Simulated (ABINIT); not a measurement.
The system is Fe.

```xyz
1
Lattice="-1.4430 1.4430 1.4430 1.4430 -1.4430 1.4430 1.4430 1.4430 -1.4430" Properties=species:S:1:pos:R:3 pbc="T T T"
Fe    0.0000    0.0000    0.0000
```

Base run:

- Program: ABINIT 10.8.3 (patched build)
- Functional: rPW86PBE
- Potentials or basis: JTH PAW PBE v2.0
- Cutoff: 707 eV
- k mesh: 13 × 13 × 13
- Occupations: fermi-dirac, width 0.05 eV
- Spin: collinear spin, ferromagnetic start
- Starting moments: [3.0] μB

Its results: band gap on the k mesh none (metal or under the smearing width); pressure -4.7 GPa; net moment 2.15 μB per cell; site moments Fe +2.22 μB.

Problem. After a change of settings the same cell gave: band gap on the k mesh none (metal or under the smearing width); pressure -6.0 GPa; net moment 2.29 μB per cell; site moments Fe +2.36 μB. Which change was it?
A. functional from rPW86PBE to WC; cutoff from 707 eV to 844 eV; fine-grid cutoff from 1306.15 eV to 1442.2 eV
B. functional from rPW86PBE to PBE; cutoff from 707 eV to 844 eV; fine-grid cutoff from 1306.15 eV to 1442.2 eV
C. functional from rPW86PBE to PBE; k mesh from 13 × 13 × 13 to 8 × 8 × 8
D. functional from rPW86PBE to revPBE

Solution. D.

Caveats: the PAW data sets were made with another functional, which shifts forces and pressure a little.

Not every run made on this cell is shown here.
